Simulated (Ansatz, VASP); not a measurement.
# SiC: VASP beside Ansatz

```xyz
2
Lattice="0.0000 2.1221 2.1221 2.1221 0.0000 2.1221 2.1221 2.1221 0.0000" Properties=species:S:1:pos:R:3 pbc="T T T"
Si    0.0000    0.0000    0.0000
C     1.0610    1.0610    1.0610
```

Alike in both runs: task single point; functional PBE; k mesh 10 × 10 × 10; occupations gaussian, width 0.02 eV; no spin polarisation.

|  | VASP | Ansatz |
| --- | --- | --- |
| version | VASP 6.6.1 | Ansatz 0.2.0 |
| potentials or method | VASP PAW PBE potentials, release 64 (Si, C) | scalar-relativistic, plane waves, PAW |
| plane-wave cutoff (eV) | 520 | 420 |
| valence electrons in the cell | 8 | 8 |

```csv
,VASP,Ansatz,Ansatz less VASP
gap on the k mesh at the Fermi level (eV),1.28,1.28,+0.003
least direct gap on the mesh (eV),4.62,4.62,+0.006
pressure (GPa),24.0,24.1,+0.11
```

Caveats: so large a pressure means that the cell lies far from this level's equilibrium, or that cutoff or potentials fall short (VASP). A k mesh can miss the band edges. PBE gaps usually lie below the measured ones, often by a third to a half.
